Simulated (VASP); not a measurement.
A run of VASP 6.6.1 is set up as follows.

The input INCAR:

```
ALGO = Normal ; EDIFF = 1E-7
ENCUT = 520 ; GGA = PE
ISIF = 2 ; ISMEAR = 0
LASPH = True ; LCHARG = False
LREAL = False ; LWAVE = False
NBANDS = 36 ; NELM = 100
PREC = Accurate ; SIGMA = 0.1
```

KPOINTS

```
k-points
0
Gamma
  4 4 4
```

The input POSCAR:

```
Sn
1.0
    5.4820452168      0.0000000000      0.0000000000
    0.0000000000      5.4820452168      0.0000000000
    0.0000000000      0.0000000000      5.4820452168
Sn
4
Direct
    0.0300000000      0.0300000000      0.0300000000
    0.4700000000      0.9700000000      0.5300000000
    0.5300000000      0.4700000000      0.9700000000
    0.9700000000      0.5300000000      0.4700000000
```

Potentials or basis: VASP PAW PBE potentials, release 64 (Sn_d).

Run with:

```bash
$ cat potpaw_PBE.64/Sn_d/POTCAR > POTCAR
$ mpirun -np 1 vasp_std > vasp.out
```

(1) Estimate the pressure.

(2) Predict the largest force.

(3) Predict the band gap on the k mesh.

Answers

(1) -7.5 GPa.

(2) 0.258 eV/Å.

(3) none (metal or under the smearing width).
